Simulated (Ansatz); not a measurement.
# Ir(111) / 3 layers Ru(0001) / Ir(111): resistance against film thickness, part 2 of 2

How does the resistance across the layers grow with the film in Ir(111) / 3 layers Ru(0001) / Ir(111)?

Ansatz 0.2.0; Ansatz plane-wave DFT, PBE, PAW files; ballistic transport by layer matching (Landauer), zero bias.

So far. Step 2 (With 3 layers): The lead's potential steps by 2.2 meV from period to period, small in itself. The program estimates the junction's conductance to 4.8 % from the k-mesh, 0.1 % from the leads' distance from neutral and 0.8 % from their steps. Step 3 (With 5 layers, film layers 5): The conductance of the junction is 9.6e14 S/m², 15 % under the 1.1e15 S/m² of the last finished run.

## 4. With 6 layers, film layers 6

The stack now holds 6 film layers; the k-mesh follows the cell, and the energies span -0.27 to 0.27 eV.

System of this step: Ir(111) / 6 layers Ru(0001) / Ir(111). The cell holds 14 atoms: 8 Ir and 6 Ru. Cell: a = 2.715 Å, b = 2.715 Å, c = 30.534 Å, α = 92.5°, β = 87.5°, γ = 120.0°. It derives from Ir and Ru. Regions: lead, 8 atoms (8 Ir); films, 6 atoms (6 Ru). The structure is stacked along c, and the current runs across the ab planes.

input.yaml reads:

```yaml
crystal:
  lattice:
    - [2.7148657757, 0.0, 0.0]
    - [-1.3574328878, 2.3511427296, 0.0]
    - [1.3574328878, -0.7837142432, 30.4934807075]
  atoms:
    - { symbol: Ir, position: [0.9878844124, 0.0121155876, 0.0363467629] }
    - { symbol: Ir, position: [0.2969865705, 0.7030134295, 0.1090402886] }
    - { symbol: Ir, position: [0.6060887286, 0.3939112714, 0.1817338143] }
    - { symbol: Ir, position: [0.9151908867, 0.0848091133, 0.25442734] }
    - { symbol: Ru, position: [0.2247849714, 0.7752150286, 0.3256450857] }
    - { symbol: Ru, position: [0.5348709829, 0.4651290171, 0.3953870514] }
    - { symbol: Ru, position: [0.1782903276, 0.8217096724, 0.4651290171] }
    - { symbol: Ru, position: [0.488376339, 0.511623661, 0.5348709829] }
    - { symbol: Ru, position: [0.1317956838, 0.8682043162, 0.6046129486] }
    - { symbol: Ru, position: [0.4418816952, 0.5581183048, 0.6743549143] }
    - { symbol: Ir, position: [0.75147578, 0.24852422, 0.74557266] }
    - { symbol: Ir, position: [0.0605779381, 0.9394220619, 0.8182661857] }
    - { symbol: Ir, position: [0.3696800962, 0.6303199038, 0.8909597114] }
    - { symbol: Ir, position: [0.6787822543, 0.3212177457, 0.9636532371] }
kpoints:
  mp_grid: { grid: [16, 16, 1] }
hamiltonian:
  xc: pbe
scf:
  occupations: { method: fermi_dirac, width: 0.1 }
output:
  transmission:
    leads: [[0, 1]]
    kmesh: [30, 30]
    e_range: [-0.27, 0.27]
    de: 0.036
  write_potential: true
  write_density: true
  volumetric_format: npy
```

Started as:

```
> ansatz run input.yaml --threads 4 --pin off --max-ram 8192MiB --backend cpu --events-out ev --progress --plain --runs-dir out
```

Numbers of over 12 decimals in the logs are rounded to 6 here.

The log of the run:

```text
[...]
--- Transmission ---
  basis      : 55 plane waves across, 56 finite elements along
  points     : 241, standing for a mesh of 30 x 30
[...]
filled         : 1.3 meV under the level at which it is neutral
    channels       : 1.575556e0 a spin
[...]
slowest decay  : 0.0306 /Å at (0.3333, 0.3333)
  junction   : crystal 0 to crystal 0, 0.70 to 28.97 Å
    transmission   : 8.103420e-1 a spin
[...]
resistance     : 4.9506e-4 Ω µm² beyond half of each lead's own
[key lines of the parts left out:]
SCF converged after 8 iterations
Free energy (F): -130754.607173 eV
Fermi energy:    24.843058 eV
```

It took 2.3 min on 4 threads of Arm Neoverse V2, shared host; peak memory 1.7 GiB.

Numbers from this step:

- free energy: -130754.6072 eV
- energy at zero smearing: -130754.3939 eV
- Fermi energy: 24.84 eV
- step of the lead's potential: 2.1 meV
- conductance of the junction: 9.87e14 S/m²
- junction conductance per cell: 0.8128 G₀
- estimated errors of the junction's conductance: 0, 0.1, 4, 1.1, 0.1 % (energy step, band edges, k-mesh, leads' steps, distance from neutral)
- area resistance that the stack adds (contact term taken off, spin by spin): 0.4951 fΩ m²

Per spin. Transmission, zone mean against energy, zero at the Fermi level:

| energy (eV) | transmission, zone mean |
| --- | --- |
| -0.270 | 0.791 |
| -0.234 | 0.817 |
| -0.198 | 0.817 |
| -0.162 | 0.793 |
| -0.126 | 0.797 |
| -0.090 | 0.778 |
| -0.054 | 0.797 |
| -0.018 | 0.810 |
| 0.018 | 0.810 |
| 0.054 | 0.831 |
| 0.090 | 0.852 |
| 0.126 | 0.853 |
| 0.162 | 0.861 |
| 0.198 | 0.835 |
| 0.234 | 0.845 |
| 0.270 | 0.864 |

The conductance of the junction is 9.9e14 S/m², 2.2 % over the 9.6e14 S/m² of the last finished run, within the error estimates, leads' steps apart, of 4 and 4 %.

## 5. With 8 layers, film layers 8

The stack now holds 8 film layers; the k-mesh follows the cell, and the energies span -0.27 to 0.27 eV.

System of this step: Ir(111) / 8 layers Ru(0001) / Ir(111). The cell holds 16 atoms: 8 Ir and 8 Ru. Its edges and angles: a = 2.715 Å, b = 2.715 Å, c = 34.782 Å, α = 92.2°, β = 87.8°, γ = 120.0°. It derives from Ir and Ru. Regions: lead, 8 atoms (8 Ir); films, 8 atoms (8 Ru). The structure is stacked along c, and the current runs across the ab planes.

input.yaml reads:

```yaml
crystal:
  lattice:
    - [2.7148657757, 0.0, 0.0]
    - [-1.3574328878, 2.3511427296, 0.0]
    - [1.3574328878, -0.7837142432, 34.7468312805]
  atoms:
    - { symbol: Ir, position: [0.9893674783, 0.0106325217, 0.0318975651] }
    - { symbol: Ir, position: [0.3014357683, 0.6985642317, 0.0956926952] }
    - { symbol: Ir, position: [0.6135040582, 0.3864959418, 0.1594878254] }
    - { symbol: Ir, position: [0.9255723482, 0.0744276518, 0.2232829555] }
    - { symbol: Ru, position: [0.2380723482, 0.7619276518, 0.2857829555] }
    - { symbol: Ru, position: [0.5510040582, 0.4489959418, 0.3469878254] }
    - { symbol: Ru, position: [0.1972691016, 0.8027308984, 0.4081926952] }
    - { symbol: Ru, position: [0.5102008116, 0.4897991884, 0.4693975651] }
    - { symbol: Ru, position: [0.156465855, 0.843534145, 0.5306024349] }
    - { symbol: Ru, position: [0.4693975651, 0.5306024349, 0.5918073048] }
    - { symbol: Ru, position: [0.1156626085, 0.8843373915, 0.6530121746] }
    - { symbol: Ru, position: [0.4285943185, 0.5714056815, 0.7142170445] }
    - { symbol: Ir, position: [0.7410943185, 0.2589056815, 0.7767170445] }
    - { symbol: Ir, position: [0.0531626085, 0.9468373915, 0.8405121746] }
    - { symbol: Ir, position: [0.3652308984, 0.6347691016, 0.9043073048] }
    - { symbol: Ir, position: [0.6772991884, 0.3227008116, 0.9681024349] }
kpoints:
  mp_grid: { grid: [16, 16, 1] }
hamiltonian:
  xc: pbe
scf:
  occupations: { method: fermi_dirac, width: 0.1 }
output:
  transmission:
    leads: [[0, 1]]
    kmesh: [30, 30]
    e_range: [-0.27, 0.27]
    de: 0.036
  write_potential: true
  write_density: true
  volumetric_format: npy
```

The log of the run:

```text
[...]
Crystal: 16 atoms, lattice volume = 221.790 Å³
Basis set: ecut = 420 eV, 4383 PW (Γ)
Bands: 159, of which v1, the nominal top of the filled ones, is band 132 counted from 1 (131 counted from 0)
Symmetry: 4 space group operations
k-points: 73 of 256
[...]
--- Transmission ---
  basis      : 55 plane waves across, 63 finite elements along
  points     : 241, standing for a mesh of 30 x 30
[...]
filled         : 2.3 meV under the level at which it is neutral
    channels       : 1.575556e0 a spin
[...]
slowest decay  : 0.0328 /Å at (0.3333, 0.3333)
  junction   : crystal 0 to crystal 0, 0.70 to 33.23 Å
    transmission   : 8.003959e-1 a spin
[...]
resistance     : 5.1199e-4 Ω µm² beyond half of each lead's own
[key lines of the parts left out:]
SCF converged after 8 iterations
Free energy (F): -142512.008446 eV
Fermi energy:    24.685892 eV
```

The job ended after 3.6 min (4 threads; peak memory 2.1 GiB).

Numbers from this step:

```yaml
free_energy: -142512.0084 eV
energy_at_zero_smearing: -142511.7707 eV
fermi_energy: 24.69 eV
conductance_of_the_junction: 9.70e14 S/m²
junction_conductance_per_cell: 0.7995 G₀
estimated_errors_of_the_junction_s_conductance: 0.1, 0.8, 3.4, 1.4, 0 % (energy step, band edges, k-mesh, leads' steps, distance from neutral)
area_resistance_that_the_stack_adds_contact_term_taken_off_spin_by_spin: 0.5120 fΩ m²
```

Per spin. Transmission, zone mean against energy, zero at the Fermi level:

```csv
energy (eV),"transmission, zone mean"
-0.270,0.832
-0.234,0.836
-0.198,0.818
-0.162,0.795
-0.126,0.813
-0.090,0.789
-0.054,0.789
-0.018,0.809
0.018,0.800
0.054,0.769
0.090,0.825
0.126,0.853
0.162,0.903
0.198,0.866
0.234,0.847
0.270,0.867
```

The conductance of the junction is 9.7e14 S/m², 1.6 % under the 9.9e14 S/m² of the last finished run, within the error estimates, leads' steps apart, of 4 and 3.4 %.

## 6. With 10 layers, film layers 10

The stack now holds 10 film layers; the k-mesh follows the cell, and the energies span -0.27 to 0.27 eV.

System of this step: Ir(111) / 10 layers Ru(0001) / Ir(111). The cell holds 18 atoms: 8 Ir and 10 Ru. Its edges and angles: a = 2.715 Å, b = 2.715 Å, c = 39.032 Å, α = 92.0°, β = 88.0°, γ = 120.0°. It derives from Ir and Ru. Regions: lead, 8 atoms (8 Ir); films, 10 atoms (10 Ru). The structure is stacked along c, and the current runs across the ab planes.

input.yaml reads:

```yaml
crystal:
  lattice:
    - [2.7148657757, 0.0, 0.0]
    - [-1.3574328878, 2.3511427296, 0.0]
    - [1.3574328878, -0.7837142432, 39.0001818536]
  atoms:
    - { symbol: Ir, position: [0.9905270586, 0.0094729414, 0.0284188242] }
    - { symbol: Ir, position: [0.3049145091, 0.6950854909, 0.0852564726] }
    - { symbol: Ir, position: [0.6193019597, 0.3806980403, 0.142094121] }
    - { symbol: Ir, position: [0.9336894102, 0.0663105898, 0.1989317694] }
    - { symbol: Ru, position: [0.2484614886, 0.7515385114, 0.2546155342] }
    - { symbol: Ru, position: [0.5636181948, 0.4363818052, 0.3091454155] }
    - { symbol: Ru, position: [0.2121082344, 0.7878917656, 0.3636752968] }
    - { symbol: Ru, position: [0.5272649406, 0.4727350594, 0.4182051781] }
    - { symbol: Ru, position: [0.1757549802, 0.8242450198, 0.4727350594] }
    - { symbol: Ru, position: [0.4909116865, 0.5090883135, 0.5272649406] }
    - { symbol: Ru, position: [0.139401726, 0.860598274, 0.5817948219] }
    - { symbol: Ru, position: [0.4545584323, 0.5454415677, 0.6363247032] }
    - { symbol: Ru, position: [0.1030484718, 0.8969515282, 0.6908545845] }
    - { symbol: Ru, position: [0.4182051781, 0.5817948219, 0.7453844658] }
    - { symbol: Ir, position: [0.7329772565, 0.2670227435, 0.8010682306] }
    - { symbol: Ir, position: [0.047364707, 0.952635293, 0.857905879] }
    - { symbol: Ir, position: [0.3617521575, 0.6382478425, 0.9147435274] }
    - { symbol: Ir, position: [0.6761396081, 0.3238603919, 0.9715811758] }
kpoints:
  mp_grid: { grid: [16, 16, 1] }
hamiltonian:
  xc: pbe
scf:
  occupations: { method: fermi_dirac, width: 0.1 }
output:
  transmission:
    leads: [[0, 1]]
    kmesh: [30, 30]
    e_range: [-0.27, 0.27]
    de: 0.036
  write_potential: true
  write_density: true
  volumetric_format: npy
```

The log of the run:

```text
[...]
Crystal: 18 atoms, lattice volume = 248.940 Å³
Basis set: ecut = 420 eV, 4913 PW (Γ)
Bands: 178, of which v1, the nominal top of the filled ones, is band 148 counted from 1 (147 counted from 0)
Symmetry: 4 space group operations
k-points: 73 of 256
[...]
--- Transmission ---
  basis      : 55 plane waves across, 74 finite elements along
  points     : 241, standing for a mesh of 30 x 30
[...]
filled         : 0.8 meV under the level at which it is neutral
    channels       : 1.575556e0 a spin
[...]
slowest decay  : 0.0302 /Å at (0.3333, 0.3333)
  junction   : crystal 0 to crystal 0, 0.70 to 37.48 Å
    transmission   : 8.551005e-1 a spin
[...]
resistance     : 4.4458e-4 Ω µm² beyond half of each lead's own
[key lines of the parts left out:]
SCF converged after 8 iterations
Free energy (F): -154269.402175 eV
Fermi energy:    24.562520 eV
```

The job ended after 4.3 min (4 threads; peak memory 2.5 GiB; 12 min of CPU time).

This step gave:

```yaml
free_energy: -154269.4022 eV
energy_at_zero_smearing: -154269.1343 eV
fermi_energy: 24.56 eV
step_of_the_lead_s_potential: 1.9 meV
conductance_of_the_junction: 1.04e15 S/m²
junction_conductance_per_cell: 0.8555 G₀
estimated_errors_of_the_junction_s_conductance: 0.3, 0.5, 4.4, 1.3, 0.1 % (energy step, band edges, k-mesh, leads' steps, distance from neutral)
area_resistance_that_the_stack_adds_contact_term_taken_off_spin_by_spin: 0.4446 fΩ m²
```

Per spin. The transmission, zone mean by energy, zero at the Fermi level:

| energy (eV) | transmission, zone mean |
| --- | --- |
| -0.270 | 0.785 |
| -0.234 | 0.784 |
| -0.198 | 0.803 |
| -0.162 | 0.834 |
| -0.126 | 0.871 |
| -0.090 | 0.880 |
| -0.054 | 0.880 |
| -0.018 | 0.880 |
| 0.018 | 0.855 |
| 0.054 | 0.798 |
| 0.090 | 0.765 |
| 0.126 | 0.817 |
| 0.162 | 0.835 |
| 0.198 | 0.788 |
| 0.234 | 0.800 |
| 0.270 | 0.813 |

The conductance of the junction is 1.0e15 S/m², 7.0 % over the 9.7e14 S/m² of the last finished run, no more than the error estimates, leads' steps apart, of 3.4 and 4.4 % together.

## 7. All levels side by side

Times are for 4 threads of Arm Neoverse V2, shared host. The series side by side:

```
no.  film layers  area resistance that the stack adds (contact term taken off, spin by spin) (fΩ m²)  conductance of the junction (S/m²)     time  memory (GiB)
  1            3                                                                              0.3640                             1.13e15     91 s          0.84
  2            5                                                                              0.5178                             9.65e14     57 s           1.1
  3            6                                                                              0.4951                             9.87e14  2.3 min           1.7
  4            8                                                                              0.5120                             9.70e14  3.6 min           2.1
  5           10                                                                              0.4446                             1.04e15  4.3 min           2.5
```

## 8. Summary of results

| Item | Value |
| --- | --- |
| area resistance, 3 layers | 0.364 fΩ m² |
| area resistance, 5 layers | 0.518 fΩ m² |
| area resistance, 6 layers | 0.495 fΩ m² |
| area resistance, 8 layers | 0.512 fΩ m² |
| area resistance, 10 layers | 0.445 fΩ m² |

**Reading.** The stack adds 0.36 fΩ m² with 3 layers and 0.44 fΩ m² with 10. From 5 layers on no step exceeds the two runs' error estimates together, as expected where only the two interfaces scatter; half the mean, 0.25 fΩ m², is a rough coherent figure for one interface. With an hcp and an fcc partner, odd and even counts of layers end in unlike stacking at the second interface, which mixes with the effect of thickness. Atoms sit on ideal sites and aren't relaxed. Spin-orbit coupling is left out, which matters for Ir. Ru(0001) is stretched by 0.34 % in plane to fit Ir(111), at its own atomic volume. 1 further run is left out: refused by the program, or repeats without effect or without named leads.

[Logs are printed without paths, hosts, clocks, repeated set-up lines and the standing remarks that a program may print on its own settings, such as how far it seeks lower states.]

[Hosts, paths, dates, database ids (printed as entryN), source tags and the programs' standing remarks are cut or masked in the printed files.]
